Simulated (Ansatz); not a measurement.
**CeO₂, relaxed from a CdCl2-type start to space group Fm-3m (read at 0.02 Å)**

Method: PBE, scalar-relativistic; no spin polarisation; PAW, 420 eV, Γ-centred 10×10×10 mesh, 0.05 eV Gaussian smearing; code Ansatz; PAW files: Ansatz's generated set soft_2.

```yaml
crystal:
  lattice:
    - [1.93162, 1.11522, 3.15555]
    - [-1.93162, 1.11522, 3.15555]
    - [0.00000, -2.23045, 3.15555]
  atoms:
    - { symbol: Ce, position: [0.00000, 0.00000, 0.00000] }
    - { symbol: O, position: [0.25000, 0.25000, 0.25000] }
    - { symbol: O, position: [0.75000, 0.75000, 0.75000] }
```

The start was a prototype's sites filled with these elements; the Crystallography Open Database holds the compound in this structure.

Elastic constants come from the stress of slightly strained cells with relaxed atoms, in GPa, Voigt order xx, yy, zz, yz, xz, xy in the Cartesian frame of the vectors above. The crystal is cubic, but these axes aren't its cube axes, so the tensor shows more than three constants.

```
262.4 118.2 141.4 -33.1   0.0   0.0
118.2 262.4 141.4  33.1   0.0   0.0
141.4 141.4 238.5   0.0   0.0   0.0
-33.1  33.1   0.0  95.4   0.0   0.0
  0.0   0.0   0.0   0.0  95.4 -33.1
  0.0   0.0   0.0   0.0 -33.1  72.1
```

Work out the Voigt, Reuss and Hill moduli.

Voigt: K = (C11 + C22 + C33 + 2(C12 + C13 + C23))/9 = 174 GPa, G = (C11 + C22 + C33 − C12 − C13 − C23 + 3(C44 + C55 + C66))/15 = 77 GPa. Reuss, from the compliances S = C⁻¹: K = 174 GPa, G = 64 GPa. Hill means: K = 174 GPa, G = 70 GPa.

And Young's modulus, Poisson's ratio, Pugh's ratio and the anisotropy?

E = 9KG/(3K + G) = 186 GPa, ν = (3K − 2G)/(6K + 2G) = 0.32, K/G = 2.48 (over the 1.75 that Pugh's rule, made for metals, takes as the line between brittle and ductile), universal anisotropy index 5G_V/G_R + K_V/K_R − 6 = 1.0. The eigenvalues of C are 49, 67, 97, 119, 173, 522 GPa, all positive.

What sound velocities and Debye temperature follow for a polycrystal?

With a density of 7.007 g/cm³ (mean mass 57.4 u, 13.60 Å³/atom), K = 173.9 and G = 70.2 GPa from the unrounded constants, v_l = √((K + 4G/3)/ρ) = 6180 m/s and v_t = √(G/ρ) = 3170 m/s. The mean [(1/v_l³ + 2/v_t³)/3]^(−1/3) is 3550 m/s, and θ_D = (ħ/k_B)(6π²/V)^(1/3) v_m ≈ 440 K, with V the volume an atom. This is the low-temperature, elastic estimate.

The equation of state, an independent route, gives B0 = 174 GPa, against 174 GPa here.

Cost: 91 s on 2 threads of Arm Neoverse V2, with other jobs on the host, peak memory 0.54 GiB.

For elements this heavy, spin–orbit coupling would shift levels and gaps; it isn't included here.
